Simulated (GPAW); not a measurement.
# Mo (Im-3m) in GPAW: single point with r2SCAN

Aim: the single point of Mo with r2SCAN.

Program: GPAW 26.7.0. These are calculated values, not measurements. Logs are shortened: lines on timing, memory, paths and dates and some standing lists are left out, and cuts for length are marked. The log counts tension as positive stress, the text compression.

### 1 The undisturbed crystal

It takes space group Im-3m (No. 229, cubic). The conventional cell has a = 3.168 Å, b = 3.168 Å, c = 3.168 Å, α = 90.00°, β = 90.00°, γ = 90.00°. Mo (site symmetry m-3m) is surrounded by 8 Mo at 2.74 Å.

### 2 Single point, r2SCAN (volume scaled by 1.04)

run.py reads:

```python
from ase.dft.bandgap import bandgap
from ase.io import read, write
from ase.units import GPa
from gpaw import GPAW, PW

atoms = read('POSCAR')

calc = GPAW(mode=PW(500),
            xc='MGGA_X_R2SCAN+MGGA_C_R2SCAN',
            kpts={'size': (9, 9, 9), 'gamma': True},
            occupations={'name': 'fermi-dirac', 'width': 0.05},
            nbands=16,
            maxiter=120,
            txt='gpaw.txt')
atoms.calc = calc
energy = atoms.get_potential_energy()
forces = atoms.get_forces()
stress = atoms.get_stress()
calc.write('gs.gpw')
write('result.traj', atoms)
print(f'Energy: {energy:.6f} eV')
print('Forces (eV/A):')
print(forces.round(4))
print('Stress (GPa):', (stress / GPa).round(3))
print('Fermi level:', round(calc.get_fermi_level(), 4), 'eV')
print(f'Gap: {bandgap(calc)[0]:.4f} eV, direct: {bandgap(calc, direct=True)[0]:.4f} eV')
```

POSCAR reads:

```
Mo
1.0
   -1.6046509537      1.6046509537      1.6046509537
    1.6046509537     -1.6046509537      1.6046509537
    1.6046509537      1.6046509537     -1.6046509537
Mo
1
Direct
    0.0000000000      0.0000000000      0.0000000000
```

Potentials or basis: GPAW PAW data sets (gpaw-data 1.2.1), pw.

On the command line:

```bash
> OMP_NUM_THREADS=1 python run.py
```

gpaw.txt:

```text
__  _  _
 | _ |_)|_||  |
 |__||  | ||/\| - 26.7.0

Input parameters:
  mode=PW(ecut=500.0),
  kpts=MonkhorstPack(size=(9, 9, 9), gamma=True),
  maxiter=120,
  nbands=16,
  occupations=Occupations(name='fermi-dirac', width=0.05),
  xc=XC(name='MGGA_X_R2SCAN+MGGA_C_R2SCAN')

Diagonalizing LCAO Hamiltonian
Converting LCAO to pw mode

       Mo

Atoms  # Å, Bohr magnetons
|   | symbol |        x |        y |        z |    initial magnetic moments |
|---|--------|----------|----------|----------|-----------------------------|
| 0 |     Mo | 0.000000 | 0.000000 | 0.000000 | ( 0.0000,  0.0000,  0.0000) |

Unit cell  # Å
| periodic |         x |         y |         z |  lengths |     angles |
|----------|-----------|-----------|-----------|----------|------------|
|      yes | -1.604651 |  1.604651 |  1.604651 | 2.779337 | 109.471221 |
|      yes |  1.604651 | -1.604651 |  1.604651 | 2.779337 | 109.471221 |
|      yes |  1.604651 |  1.604651 | -1.604651 | 2.779337 | 109.471221 |

Number of symmetries: 48
Symmetry operations  # r_c * U_cc + t_c -> r_c
|    | kind |            matrix            |
|----|------|------------------------------|
|  0 |  σ   |  1, 1, 1,  0, 0,-1,  0,-1, 0 |
|  1 |  C4  |  1, 1, 1,  0, 0,-1, -1, 0, 0 |
|  2 |  C2  |  1, 1, 1,  0,-1, 0,  0, 0,-1 |
|  3 |  S6  |  1, 1, 1,  0,-1, 0, -1, 0, 0 |
|  4 |  S6  |  1, 1, 1, -1, 0, 0,  0, 0,-1 |
|  5 |  C4  |  1, 1, 1, -1, 0, 0,  0,-1, 0 |
|  6 |  E   |  1, 0, 0,  0, 1, 0,  0, 0, 1 |
|  7 |  σ   |  1, 0, 0,  0, 1, 0, -1,-1,-1 |
|  8 |  σ   |  1, 0, 0,  0, 0, 1,  0, 1, 0 |
|  9 |  C3  |  1, 0, 0,  0, 0, 1, -1,-1,-1 |
| 10 |  C3  |  1, 0, 0, -1,-1,-1,  0, 1, 0 |
| 11 |  σ   |  1, 0, 0, -1,-1,-1,  0, 0, 1 |
| 12 |  σ   |  0, 1, 0,  1, 0, 0,  0, 0, 1 |
| 13 |  C2  |  0, 1, 0,  1, 0, 0, -1,-1,-1 |
| 14 |  C3  |  0, 1, 0,  0, 0, 1,  1, 0, 0 |
| 15 |  S4  |  0, 1, 0,  0, 0, 1, -1,-1,-1 |
| 16 |  S4  |  0, 1, 0, -1,-1,-1,  1, 0, 0 |
| 17 |  C3  |  0, 1, 0, -1,-1,-1,  0, 0, 1 |
| 18 |  C3  |  0, 0, 1,  1, 0, 0,  0, 1, 0 |
| 19 |  S4  |  0, 0, 1,  1, 0, 0, -1,-1,-1 |
| 20 |  σ   |  0, 0, 1,  0, 1, 0,  1, 0, 0 |
| 21 |  C3  |  0, 0, 1,  0, 1, 0, -1,-1,-1 |
| 22 |  C2  |  0, 0, 1, -1,-1,-1,  1, 0, 0 |
| 23 |  S4  |  0, 0, 1, -1,-1,-1,  0, 1, 0 |
| 24 |  C4  |  0, 0,-1,  1, 1, 1,  0,-1, 0 |
| 25 |  σ   |  0, 0,-1,  1, 1, 1, -1, 0, 0 |
| 26 |  S6  |  0, 0,-1,  0,-1, 0,  1, 1, 1 |
| 27 |  C2  |  0, 0,-1,  0,-1, 0, -1, 0, 0 |
| 28 |  C4  |  0, 0,-1, -1, 0, 0,  1, 1, 1 |
| 29 |  S6  |  0, 0,-1, -1, 0, 0,  0,-1, 0 |
| 30 |  S6  |  0,-1, 0,  1, 1, 1,  0, 0,-1 |
| 31 |  C4  |  0,-1, 0,  1, 1, 1, -1, 0, 0 |
| 32 |  C4  |  0,-1, 0,  0, 0,-1,  1, 1, 1 |
| 33 |  S6  |  0,-1, 0,  0, 0,-1, -1, 0, 0 |
| 34 |  σ   |  0,-1, 0, -1, 0, 0,  1, 1, 1 |
| 35 |  C2  |  0,-1, 0, -1, 0, 0,  0, 0,-1 |
| 36 |  C2  | -1, 0, 0,  1, 1, 1,  0, 0,-1 |
| 37 |  S6  | -1, 0, 0,  1, 1, 1,  0,-1, 0 |
| 38 |  S6  | -1, 0, 0,  0, 0,-1,  1, 1, 1 |
| 39 |  C2  | -1, 0, 0,  0, 0,-1,  0,-1, 0 |
| 40 |  C2  | -1, 0, 0,  0,-1, 0,  1, 1, 1 |
| 41 |  i   | -1, 0, 0,  0,-1, 0,  0, 0,-1 |
| 42 |  S4  | -1,-1,-1,  1, 0, 0,  0, 1, 0 |
| 43 |  C3  | -1,-1,-1,  1, 0, 0,  0, 0, 1 |
| 44 |  C3  | -1,-1,-1,  0, 1, 0,  1, 0, 0 |
| 45 |  σ   | -1,-1,-1,  0, 1, 0,  0, 0, 1 |
| 46 |  S4  | -1,-1,-1,  0, 0, 1,  1, 0, 0 |
| 47 |  C2  | -1,-1,-1,  0, 0, 1,  0, 1, 0 |

BZ-sampling:
  Number of BZ points: 729
  Number of IBZ points: 35

  Monkhorst-Pack size: [9, 9, 9]
  Monkhorst-Pack shift: [0, 0, 0]

K-points  # in reciprocal-cell coordinates
|     |                                coordinates |     weight |
|-----|--------------------------------------------|------------|
|   0 | (  0.00000000,   0.00000000,   0.00000000) | 0.00137174 |
|   1 | (  0.11111111,   0.00000000,   0.00000000) | 0.01646091 |
|   2 | (  0.11111111,   0.11111111,  -0.11111111) | 0.00823045 |
|   3 | (  0.22222222,   0.00000000,  -0.11111111) | 0.03292181 |
|   4 | (  0.22222222,   0.00000000,   0.00000000) | 0.01646091 |
|   5 | (  0.22222222,   0.11111111,  -0.11111111) | 0.03292181 |
|   6 | (  0.22222222,   0.22222222,  -0.22222222) | 0.00823045 |
|   7 | (  0.33333333,  -0.11111111,  -0.11111111) | 0.01097394 |
|   8 | (  0.33333333,   0.00000000,  -0.11111111) | 0.06584362 |
|   9 | (  0.33333333,   0.00000000,   0.00000000) | 0.01646091 |
| ... |                                            |            |
|  34 | (  0.44444444,   0.44444444,   0.44444444) | 0.01097394 |

Plane wave coefficients: 432
Cutoff: 500.0 eV

Spin-components: 1 (collinear spins)
Bands:           16
Projectors:      6
Spin-degeneracy: 2
Datatype:        complex128

Parallelization:
  kpt:    1
  domain: 1
  band:   1

Density:
  Valence electrons: 14.0
  Components: 1
  Grid points: [15 15 15]
  Charge: 0.0  # |e|

Potential:
  Grid points: [15 15 15]

species:
  Mo:
    name:    Molybdenum
    Z:       42.0
    valence: 14
    core:    28
    charge:  0.0  # [|e|]
    compensation charges:
      type: gauss
      rc: 0.38  # [Å]
      lmax: 2
    cutoffs:
      filter: 2.16  # [Å]
      core: 1.42  # [Å]
    projectors
    | kind |    occ | energy [eV] | rcut [Å] |
    |------|--------|-------------|----------|
    |   4s |  2.000 |     -64.307 |    1.238 |
    |   5s |  1.000 |      -4.084 |    1.238 |
    |   4p |  6.000 |     -38.491 |    1.296 |
    |   5p |  0.000 |      -1.044 |    1.296 |
    |   4d |  5.000 |      -3.754 |    1.296 |
    |    d |        |      23.458 |    1.296 |

    Using partial waves for Mo as LCAO basis

Reference energy: -110134.072632  # eV

eigensolver:
  PPCG
  Converge bands: occupied
  niter=2

density mixing:
  MSR1-Mixer
  Pratt-step length: 0.05
  Maximum mixing coefficient: 0.75
  Old densities: 10
  SVD Regularization: 0.005
  Good broyden scale: 1.0
  Trust region scale: 1.0
  Backstep threshold: 4.0
  History deletion threshold: 6.0
  Fourier metric: weight=20.0, sigma=0.015

occupation numbers:
  Fermi-Dirac:
    width: 0.0500  # eV

poisson solver:
  ecut: 4000.0  # eV

xc functional:
  name: MGGA_X_R2SCAN+MGGA_C_R2SCAN with 2 nearest neighbor stencil

convergence criteria:
- Maximum [total energy] change in last 3 cyles: 0.0005 eV / valence electron
- Maximum integral of absolute [dens]ity change: 0.0001 electrons / valence electron
- Maximum integral of absolute [eigenst]ate change: 4e-08 eV^2 / valence electron
maximum number of iterations: 120

SCF iterations
|iter     | |      energy | eigst |  dens |
|---------|-|-------------|-------|-------|
|iter:   1| |  -28.064924 | +0.35 |       |
|iter:   2| |  -23.406595 | -1.67 | -0.97 |
|iter:   3| |  -22.964461 | -1.70 | -1.04 |
|iter:   4| |  -22.903130 | -1.91 | -1.38 |
|iter:   5| |  -22.909752 | -3.36 | -2.15 |
|iter:   6| |  -22.911793 | -3.71 | -2.44 |
|iter:   7| |  -22.911794c| -6.27 | -3.72 |
|iter:   8| |  -22.911795c| -7.07 | -4.06c|
|iter:   9| |  -22.911795c| -7.68c| -5.04c|

Converged in 9 steps
Energy contributions relative to reference atoms: (reference = -110134.072632)

Energy contributions:
  Kinetic:         -23.241058
  Coulomb:          16.496047
  Zero:             -0.276900
  External:          0.000000
  Xc:              -15.886371
  Entropy:          -0.007026
  Spinorbit:         0.000000
  ----------------------------
  Free energy:     -22.915308
  Extrapolated:    -22.911795

dipole moment: (-6.020102, -6.020102, -6.020102)  # |e|*Ang

Fermi level: 12.586
Eigenvalues  # (at kpt = [0.000, 0.000, 0.000])
| band index |      eig [eV] | occ [0-2] |
|------------|---------------|-----------|
|          0 |       -50.751 |     2.000 |
|          1 |       -23.365 |     2.000 |
|          2 |       -23.365 |     2.000 |
|          3 |       -23.365 |     2.000 |
|          4 |         5.164 |     2.000 |
|          5 |        11.245 |     2.000 |
[... 8 lines left out ...]
|         14 |        39.070 |     0.000 |
|         15 |        43.060 |     0.000 |

No gap
No difference between direct/indirect transitions

Forces  # eV/Ang
|        x |       y |        z |
|----------|---------|----------|
| -0.00000 | 0.00000 | -0.00000 |  # Mo   0

Stress tensor  # eV/Ang^3
|        x |         y |         z |
|----------|-----------|-----------|
| 0.082044 |  0.000000 |  0.000000 |
| 0.000000 |  0.082044 | -0.000000 |
| 0.000000 | -0.000000 |  0.082044 |

# Writing to gs.gpw (mode='')
```

It took 7.7 s on 1 thread of Intel Xeon 6975P-C (Granite Rapids), shared host; peak memory 0.22 GiB.

What came out:

```
Free energy            : -22.9153 eV
Pressure               : -13.1 GPa
Band gap on the k mesh : none (metal or under the smearing width)
```

Caveat: the cutoff is short for stress and forces, so pressures can be off by a GPa or more; the PAW data sets were made with another functional, which shifts forces and pressure a little.
